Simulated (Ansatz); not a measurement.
Relaxed sheet of SnO, cell area A = 14.597 Å²:

```yaml
crystal:
  lattice:
    - [3.82056, -0.00001, 0.00000]
    - [0.00001, 3.82056, 0.00000]
    - [0.00000, 0.00000, 30.63492]
  periodic: [true, true, false]
  atoms:
    - { symbol: Sn, position: [0.75000, 0.25000, 0.46142] }
    - { symbol: O, position: [0.25000, 0.25000, 0.50000] }
    - { symbol: O, position: [0.75000, 0.75000, 0.50000] }
    - { symbol: Sn, position: [0.25000, 0.75000, 0.53858] }
```

Computed with DFT PBE+D3(BJ), scalar-relativistic, plane waves, PAW (Ansatz 0.2.0). Plane waves to 420 eV, a k mesh through Γ of 6×6×1 on the computed 4-atom cell and Gaussian smearing (0.02 eV); no spin polarisation. No periodic images along c.

Under strain along y with x held, atoms relaxed, stress positive in compression; ΔE is the free energy at this smearing, of which the stress is the derivative:

```csv
strain (%),σxx (N/m),σyy (N/m),ΔE (meV/cell),thickness (Å)
-2,0.809,0.769,6.80,2.388
+2,-0.727,-0.698,6.56,2.339
```

(1) Which in-plane elastic constants follow from the stresses?

(2) Do the energies agree?

(3) The unstrained thickness between the outer atoms is 2.364 Å. How does it respond?

Results:

(1) Central differences over Δε = 0.04 give C22 = 36.7 N/m from the stress along the strain and C12 = 38.4 N/m from the stress across it.

(2) The second difference [ΔE(−ε) + ΔE(+ε)]/(A·ε²) = (6.80 + 6.56) meV/(14.597 Å² × 0.0004) × 16.02 N/m per eV/Å² = 36.7 N/m should equal C22 = 36.7 N/m; they differ by 0.1 %, so the two routes agree. The stress in compression and in tension differ in size because of the third-order constants.

(3) d ln t/dε = (2.339 − 2.388)/(2.364 × 0.04) = -0.52: the sheet thins as it is stretched, as its bonds turn towards the plane.

Cost: 4 runs of about 2.8 core-minutes in all, on Intel Xeon 6975P-C (Granite Rapids) (shared hosts).

The transverse constant, 38.4 N/m, exceeds the longitudinal one, 36.7 N/m. In a square sheet, where x and y are equivalent, this violates the Born condition: stretching one axis while shrinking the other would lower the energy, so the square cell would be unstable to a rectangular distortion. The same ordering of the stresses appears in compression and in tension.

The softness has a structural origin. In the litharge-type layer, each oxygen binds tin on one side of the sheet along x and on the other side along y. Opposite vertical shifts of the two oxygens can therefore absorb a rectangular strain with little change in Sn–O length, leaving mainly angle bending and lone-pair repulsion to resist it.

Bulk SnO is tetragonal at ambient conditions, and the margin here is a small difference between two large constants, so the instability may reflect the functional or incomplete convergence. The energy check supports only the longitudinal constant; relaxing the cell from a rectangular start would test the sign directly.
